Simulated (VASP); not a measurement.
# ZnS (Wurtzite-2H) (P6_3mc) in VASP: notebook, part 2 of 2

VASP 6.6.1. The steps go on from the part before.

## Step 4: Relaxation of cell and atoms, BLYP

File INCAR:

```
AGGAC = 1.0
AGGAX = 1.0
ALDAC = 0.0
ALDAX = 1.0
ALGO = Normal
EDIFF = 1E-6
EDIFFG = -0.01
ENCUT = 600
GGA = B5
IBRION = 2
ISIF = 3
ISMEAR = -1
LASPH = T
LCHARG = F
LREAL = F
LWAVE = F
NELM = 100
NSW = 60
PREC = Accurate
SIGMA = 0.05
```

File KPOINTS:

```
k-points
0
Gamma
  8 8 5
```

File POSCAR:

```
ZnS
1.0
    3.8110000000      0.0000000000      0.0000000000
   -1.9055000000      3.3004228138      0.0000000000
    0.0000000000      0.0000000000      6.2340000000
Zn S
2 2
Direct
    0.6666666667      0.3333333333      0.5000000000
    0.3333333333      0.6666666667      0.0000000000
    0.6666666667      0.3333333333      0.8850000000
    0.3333333333      0.6666666667      0.3850000000
```

Potentials or basis: VASP PAW PBE potentials, release 64 (Zn, S).

Run with:

```sh
cat potpaw_PBE.64/Zn/POTCAR potpaw_PBE.64/S/POTCAR > POTCAR
mpirun -np 1 vasp_std > vasp.out
```

OUTCAR:

```text
EDIFF = 1E-6
   EDIFFG = -0.01
   ENCUT = 600
   GGA = B5
   IBRION = 2
   ISIF = 3
   ISMEAR = -1
   LASPH = T
   LREAL = F
   NELM = 100
   NSW = 60
   PREC = Accurate

 ion  position               nearest neighbor table
   1  0.667  0.333  0.500-   4 2.31   4 2.31   4 2.31   3 2.40
   2  0.333  0.667  0.000-   3 2.31   3 2.31   3 2.31   4 2.40
   3  0.667  0.333  0.885-   2 2.31   2 2.31   2 2.31   1 2.40
   4  0.333  0.667  0.385-   1 2.31   1 2.31   1 2.31   2 2.40

  LATTYP: Found a hexagonal cell.
 ALAT       =     3.8110000000
 C/A-ratio  =     1.6357911309

  Lattice vectors:

 A1 = (   3.8110000000,   0.0000000000,   0.0000000000)
 A2 = (  -1.9055000000,   3.3004228138,   0.0000000000)
 A3 = (   0.0000000000,   0.0000000000,   6.2340000000)

Analysis of symmetry for initial positions (statically):
=====================================================================
 Subroutine PRICEL returns:
 Original cell was already a primitive cell.

 Routine SETGRP: Setting up the symmetry group for a
 hexagonal supercell.

 Subroutine GETGRP returns: Found 12 space group operations
 (whereof  6 operations were pure point group operations)
 out of a pool of 24 trial point group operations.

[... 176 lines left out ...]
  -------------------------------------------------------------------------------------
  Total        3.4410030      3.4410030      2.4450530      0.0000000      0.0000000      0.0000000
  in kB       70.3105190     70.3105190     49.9601278      0.0000000      0.0000000      0.0000000
  external PRESSURE =      63.5270553 kB  Pullay stress =       0.0000000 kB
[... 253 lines left out ...]
--------------------------------------- Ionic step        8  -------------------------------------------

 number of electron      35.9999990 magnetization

 Free energy of the ion-electron system (eV)
  ---------------------------------------------------
  ext. energy  EPLUGINS =         0.00000000
  ---------------------------------------------------
  free energy    TOTEN  =       -11.64934342 eV

  energy without entropy =      -11.64934342  energy(sigma->0) =      -11.64934342

 E-fermi :   2.7283     XC(G=0):  -8.7693

 val. band max:        1.7962691181   @ k =   0.0000   0.0000   0.0000
 cond. band min:       3.6177823387   @ k =   0.0000   0.0000   0.0000
 fundamental gap:      1.8215132206
 Fermi energy:         2.7282731512

 k-point     1 :       0.0000    0.0000    0.0000
  band No.  band energies     occupation
      1     -10.8275      2.00000
      2     -10.0494      2.00000
      3      -4.3796      2.00000
      4      -4.3706      2.00000
      5      -4.3706      2.00000
      6      -4.3023      2.00000
[... 589 lines left out ...]
     21       7.2212      0.00000
     22       7.5300      0.00000

 [... further k-points ...]

------------------------ aborting loop because EDIFF is reached ----------------------------------------

  FORCE on cell =-STRESS in cart. coord.  units (eV):
  Direction    XX          YY          ZZ          XY          YZ          ZX
  --------------------------------------------------------------------------------------
  -------------------------------------------------------------------------------------
  Total        0.0247941      0.0247941     -0.0080847      0.0000000     -0.0000000      0.0000000
  in kB        0.4657272      0.4657272     -0.1518603      0.0000000     -0.0000000      0.0000000
  external PRESSURE =       0.2598647 kB  Pullay stress =       0.0000000 kB
[... 19 lines left out ...]
  FREE ENERGIE OF THE ION-ELECTRON SYSTEM (eV)
  ---------------------------------------------------
  free  energy   TOTEN  =       -11.6493434239 eV

  energy  without entropy=      -11.6493434235  energy(sigma->0) =      -11.64934342

 reached required accuracy - stopping structural energy minimisation
```

OSZICAR:

```text
N       E                     dE             d eps       ncg     rms          rms(c)
DAV:   1     0.255986028936E+03    0.25599E+03   -0.19165E+04  1320   0.219E+03
DAV:   2     0.127925613320E+02   -0.24319E+03   -0.23653E+03  1350   0.404E+02
DAV:   3    -0.119254985359E+02   -0.24718E+02   -0.24548E+02  1566   0.128E+02
[... 69 lines left out ...]
DAV:   3    -0.116494621639E+02    0.55345E-03   -0.62002E-04  1518   0.282E-01    0.824E-02
DAV:   4    -0.116493402429E+02    0.12192E-03   -0.29173E-04  1520   0.166E-01    0.210E-02
DAV:   5    -0.116493430697E+02   -0.28269E-05   -0.81626E-05  1532   0.111E-01    0.113E-02
DAV:   6    -0.116493436487E+02   -0.57893E-06   -0.10752E-05  1382   0.544E-02    0.594E-03
DAV:   7    -0.116493434239E+02    0.22481E-06   -0.10727E-06   696   0.240E-02
   8 F= -.11649343E+02 E0= -.11649343E+02  d E =-.168503E-03
```

Wall time 11 min (1 thread of AMD EPYC 7R43 (Zen 3), shared host); peak memory 0.19 GiB.

Results:

| Quantity | Value |
| --- | --- |
| Free energy | -11.6493 eV |
| Relaxed volume | 21.32 Å³/atom |
| Relaxed cell | a = 3.915 Å, b = 3.915 Å, c = 6.427 Å, α = 90.00°, β = 90.00°, γ = 120.00° |
| Space group after relaxing (to 0.05 Å) | P6_3mc (No. 186) |
| Energy gained by relaxing | 36.7 meV/atom |
| Ionic steps | 8 |
| Pressure after relaxing | 0.0 GPa |
| Largest force after relaxing | 0.004 eV/Å |
| Band gap on the k mesh | 1.82 eV, direct |

Forces on the atoms (eV/Å):
```
Zn   0.000  0.000  0.004
Zn   0.000  0.000  0.004
S    0.000  0.000 -0.004
S    0.000  0.000 -0.004
```

The path:
```tsv
step	energy change (eV)	largest force (eV/Å)	pressure (GPa)	volume (Å³)
1	0.0000	0.3429	6.35	78.41
2	-0.1316	0.0807	-1.36	87.56
3	-0.1408	0.1231	-0.09	85.53
4	-0.1407	0.1197	-0.19	85.67
5	-0.1437	0.0824	-0.19	85.60
6	-0.1468	0.0054	-0.08	85.44
7	-0.1468	0.0153	-0.05	85.42
8	-0.1470	0.0037	0.03	85.30
```

Final structure:
```yaml
crystal:
  lattice:
    - [3.91461, 0.00000, 0.00000]
    - [-1.95730, 3.39015, 0.00000]
    - [0.00000, 0.00000, 6.42718]
  atoms:
    - { symbol: Zn, position: [0.66667, 0.33333, 0.50523] }
    - { symbol: Zn, position: [0.33333, 0.66667, 0.00523] }
    - { symbol: S, position: [0.66667, 0.33333, 0.87977] }
    - { symbol: S, position: [0.33333, 0.66667, 0.37977] }
```

Levels at points of the mesh, in eV from the valence-band top:
| k point | band 15 | band 16 | band 17 | band 18 | band 19 | band 20 | band 21 | band 22 |
| --- | --- | --- | --- | --- | --- | --- | --- | --- |
| (0.00, 0.00, 0.00) | -0.77 | -0.07 | 0.00 | 0.00 | 1.82 | 2.96 | 6.39 | 6.39 |
| (0.50, 0.00, 0.00) | -2.85 | -1.92 | -1.43 | -0.77 | 3.76 | 4.00 | 5.27 | 7.01 |

Caveat: the PAW data sets were made with another functional, which shifts forces and pressure a little.

## Step 5: Relaxation of cell and atoms, PW91

File INCAR:

```
  PREC = Accurate
  ENCUT = 600
  EDIFF = 1E-7
  ISMEAR = -1
  SIGMA = 0.05
  LREAL = F
  LASPH = T
  NELM = 100
  ALGO = Normal
  ISIF = 3
  LWAVE = F
  LCHARG = F
  GGA = 91
  IBRION = 2
  NSW = 60
  EDIFFG = -0.02
```

File KPOINTS:

```
Automatic mesh
0
Gamma
  8 8 5
```

POSCAR is that of step 4.

Run with:

```sh
cat potpaw_PBE.64/Zn/POTCAR potpaw_PBE.64/S/POTCAR > POTCAR
mpirun -np 1 vasp_std > vasp.out
```

Wall time 7.7 min (1 thread of AMD EPYC 7R43 (Zen 3), shared host); peak memory 0.19 GiB.

It converged, with:

```
Free energy                            : -13.7780 eV
Relaxed volume                         : 20.18 Å³/atom
Relaxed cell                           : a = 3.849 Å, b = 3.849 Å, c = 6.294 Å, α = 90.00°, β = 90.00°, γ = 120.00°
Space group after relaxing (to 0.05 Å) : P6_3mc (No. 186)
Energy gained by relaxing              : 9.4 meV/atom
Ionic steps                            : 7
Pressure after relaxing                : 0.0 GPa
Largest force after relaxing           : 0.013 eV/Å
Band gap on the k mesh                 : 2.08 eV, direct
```

Forces in eV/Å, atoms in the order of the input:
```
Zn   0.000  0.000  0.013
Zn   0.000  0.000  0.013
S    0.000  0.000 -0.013
S    0.000  0.000 -0.013
```

Stress tensor (GPa, compression positive):
```
-0.04  0.00  0.00
 0.00 -0.04  0.00
 0.00  0.00  0.16
```

Step by step:
| step | energy change (eV) | largest force (eV/Å) | pressure (GPa) | volume (Å³) |
| --- | --- | --- | --- | --- |
| 1 | 0.0000 | 0.3248 | 2.39 | 78.41 |
| 2 | -0.0299 | 0.0918 | -0.81 | 81.77 |
| 3 | -0.0312 | 0.1299 | -0.28 | 81.17 |
| 4 | -0.0312 | 0.1262 | -0.35 | 81.23 |
| 5 | -0.0345 | 0.0665 | -0.14 | 80.96 |
| 6 | -0.0359 | 0.0015 | 0.09 | 80.69 |
| 7 | -0.0374 | 0.0134 | 0.03 | 80.74 |

Final structure:
```yaml
crystal:
  lattice:
    - [3.84875, 0.00000, 0.00000]
    - [-1.92438, 3.33312, 0.00000]
    - [0.00000, 0.00000, 6.29384]
  atoms:
    - { symbol: Zn, position: [0.66667, 0.33333, 0.50481] }
    - { symbol: Zn, position: [0.33333, 0.66667, 0.00481] }
    - { symbol: S, position: [0.66667, 0.33333, 0.88019] }
    - { symbol: S, position: [0.33333, 0.66667, 0.38019] }
```

Levels at points of the mesh, in eV from the valence-band top:
```csv
k point,band 15,band 16,band 17,band 18,band 19,band 20,band 21,band 22
"(0.00, 0.00, 0.00)",-0.86,-0.06,0.00,0.00,2.08,3.02,6.32,6.32
"(0.50, 0.00, 0.00)",-3.13,-2.14,-1.59,-0.85,3.67,4.18,5.15,6.94
```

Caveat: the PAW data sets were made with another functional, which shifts forces and pressure a little. Zero-point motion and thermal expansion aren't in these numbers.

## Step 6: Relaxation of cell and atoms, AM05

File INCAR:

```
SYSTEM = ZnS
PREC = Accurate
ENCUT = 600
EDIFF = 1E-7
ISMEAR = -1
SIGMA = 0.05
LREAL = .FALSE.
LASPH = .TRUE.
NELM = 100
ALGO = Fast
ISIF = 3
LWAVE = .FALSE.
LCHARG = .FALSE.
GGA = AM
IBRION = 2
NSW = 40
EDIFFG = -0.01
```

File KPOINTS:

```
Automatic mesh
0
G
  8 8 5
  0 0 0
```

POSCAR is that of step 5.

Potentials or basis: VASP PAW PBE potentials, release 64 (Zn, S).

Run with:

```sh
cat potpaw_PBE.64/Zn/POTCAR potpaw_PBE.64/S/POTCAR > POTCAR
mpirun -np 1 vasp_std > vasp.out
```

Wall time 12 min (1 thread of AMD EPYC 7R43 (Zen 3), shared host); peak memory 0.2 GiB.

Results (log left out):

| Item | Value |
| --- | --- |
| Free energy | -14.2727 eV |
| Relaxed volume | 19.41 Å³/atom |
| Relaxed cell | a = 3.796 Å, b = 3.796 Å, c = 6.224 Å, α = 90.00°, β = 90.00°, γ = 120.00° |
| Space group after relaxing (to 0.05 Å) | P6_3mc (No. 186) |
| Energy gained by relaxing | 5.4 meV/atom |
| Ionic steps | 8 |
| Pressure after relaxing | 0.0 GPa |
| Band gap on the k mesh | 2.24 eV, direct |

Step by step:
```csv
step,energy change (eV),largest force (eV/Å),pressure (GPa),volume (Å³)
1,0.0000,0.3032,-0.54,78.41
2,-0.0163,0.1168,0.00,77.67
3,-0.0168,0.0693,0.17,77.51
4,-0.0195,0.0374,0.04,77.65
5,-0.0211,0.0389,-0.29,77.96
6,-0.0213,0.0184,-0.22,77.88
7,-0.0215,0.0100,0.18,77.50
8,-0.0216,0.0013,0.03,77.65
```

Final structure:
```
CELL_PARAMETERS angstrom
3.79570 0.00000 0.00000
-1.89785 3.28718 0.00000
0.00000 0.00000 6.22361
ATOMIC_POSITIONS crystal
Zn 0.66667 0.33333 0.50528
Zn 0.33333 0.66667 0.00528
S 0.66667 0.33333 0.87972
S 0.33333 0.66667 0.37972
```

Levels at points of the mesh, in eV from the valence-band top:
```
           k point  band 14  band 15  band 16  band 17  band 18  band 19  band 20  band 21  band 22
(0.00, 0.00, 0.00)    -0.92    -0.92    -0.08     0.00     0.00     2.24     3.08     6.25     6.25
(0.50, 0.00, 0.00)    -4.20    -3.36    -2.30    -1.74    -0.91     3.61     4.25     5.09     6.86
```

Caveat: the PAW data sets were made with another functional, which shifts forces and pressure a little.

## Step 7: Summary

| level | potentials or basis | cutoff (eV) | gap on the mesh (eV) | pressure (GPa) | relaxed volume (Å³/atom) | largest force (eV/Å) |
| --- | --- | --- | --- | --- | --- | --- |
| PBE | VASP PAW PBE potentials, release 54 (Zn, S) | 600 | 2.08 | 0.1 | 20.20 | 0.01 |
| PBE | VASP PAW PBE potentials, release 54 (Zn, S) | 580 | 2.07 | 0.0 | 20.24 | - |
| BLYP | VASP PAW PBE potentials, release 64 (Zn, S) | 600 | 1.82 | 0.0 | 21.32 | - |
| PW91 | VASP PAW PBE potentials, release 64 (Zn, S) | 600 | 2.08 | 0.0 | 20.18 | 0.01 |
| AM05 | VASP PAW PBE potentials, release 64 (Zn, S) | 600 | 2.24 | 0.0 | 19.41 | - |

Alike in all rows: task relaxation of cell and atoms; no spin polarisation; cell relaxed; k mesh 8 × 8 × 5; smearing fermi-dirac 0.05 eV.

Caveats: the PAW data sets were made with another functional, which shifts forces and pressure a little (some runs).

Total energies depend on the potentials used, so only differences within one code and one set of settings carry meaning.
